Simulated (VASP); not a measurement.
ZnS: relaxation of cell and atoms with PBEsol

ZnS:

```
Zn S
1.0
     0.00000    2.68033    2.68033
     2.68033    0.00000    2.68033
     2.68033    2.68033    0.00000
Zn S
1 1
Direct
  0.25000 0.25000 0.25000
  0.00000 0.00000 0.00000
```

```yaml
Program: VASP 6.6.1
Task: relaxation of cell and atoms
Functional: PBEsol
Potentials_or_basis: VASP PAW PBE potentials, release 64 (Zn, S)
Cutoff: 600 eV
k_mesh: 10 × 10 × 10
Occupations: gaussian, width 0.03 eV
Spin: no spin polarisation
Further_INCAR_settings: ALGO = Normal; EDIFF = 1e-07; IBRION = 2; EDIFFG = -0.005; NSW = 90; ISIF = 3
```

| Quantity | Value |
| --- | --- |
| Pressure after relaxing | 0.0 GPa |
| Band gap on the k mesh | 2.08 eV, direct |

Final structure:
```
Zn S
1.0
     0.00000    2.68033    2.68033
     2.68033    0.00000    2.68033
     2.68033    2.68033    0.00000
Zn S
1 1
Direct
  0.25000 0.25000 0.25000
  0.00000 0.00000 0.00000
```

Levels at points of the mesh, in eV from the valence-band top:
```tsv
k point	band 7	band 8	band 9	band 10	band 11	band 12
(0.00, 0.00, 0.00)	0.00	0.00	0.00	2.08	6.29	6.29
(0.50, 0.00, 0.00)	-5.52	-0.91	-0.91	3.24	6.82	6.82
(0.50, 0.50, 0.00)	-4.70	-2.34	-2.34	3.18	3.96	11.00
```

Run time: 13 s on 1 thread of Intel(R) Xeon(R) 6975P-C (Granite Rapids), with other jobs on the host, peak memory 0.18 GiB.

Caveat: the relaxation stopped at its first step, so nothing moved; the PAW data sets were made with another functional, which shifts forces and pressure a little. As with any semilocal functional, this PBEsol gap is likely too small.
